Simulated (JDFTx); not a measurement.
O:

```
O
1.0
     2.85140   -1.66242    0.00000
     2.85140    1.66242    0.00000
    -2.39449    0.00000    3.64705
O
2
Direct
  0.97455 0.97455 0.84443
  0.02545 0.02545 0.15557
```

| Property | Result |
| --- | --- |
| Program | JDFTx 1.7.0 (patched build) |
| Task | single point |
| Functional | PBE |
| Potentials or basis | PseudoDojo-SR-PBE-0.5-standard with smoothed tails |
| Cutoff | 1143 eV |
| Density cutoff | 9143 eV |
| k mesh | 10 × 10 × 7 |
| Occupations | fermi-dirac, width 0.05 eV |
| Spin | no spin polarisation |

On this cell: pressure -2.6 GPa; largest force 0.533 eV/Å; band gap on the k mesh none (metal or under the smearing width).

The same run follows on a disturbed copy (atoms moved at random, drawn with an rms of 0.05 Å):

```
O
1.0
     2.85140   -1.66242    0.00000
     2.85140    1.66242    0.00000
    -2.39449    0.00000    3.64705
O
2
Direct
  0.97599 0.97814 0.83922
  0.00632 0.04506 0.16634
```

Question: What does the disturbed cell give?

Answer: The energy (extrapolated to zero smearing) moves by +97.0 meV/atom; pressure -10.0 GPa; largest force 4.228 eV/Å; band gap on the k mesh none (metal or under the smearing width).

Forces in eV/Å, atoms in the order of the input:
```
O   -1.753  0.232  3.840
O    1.753 -0.232 -3.840
```

Stress tensor (GPa, compression positive):
```
 -3.24   0.45   9.58
  0.45  -2.93  -1.15
  9.58  -1.15 -23.85
```

Caveats: spin is off for a triplet molecule.
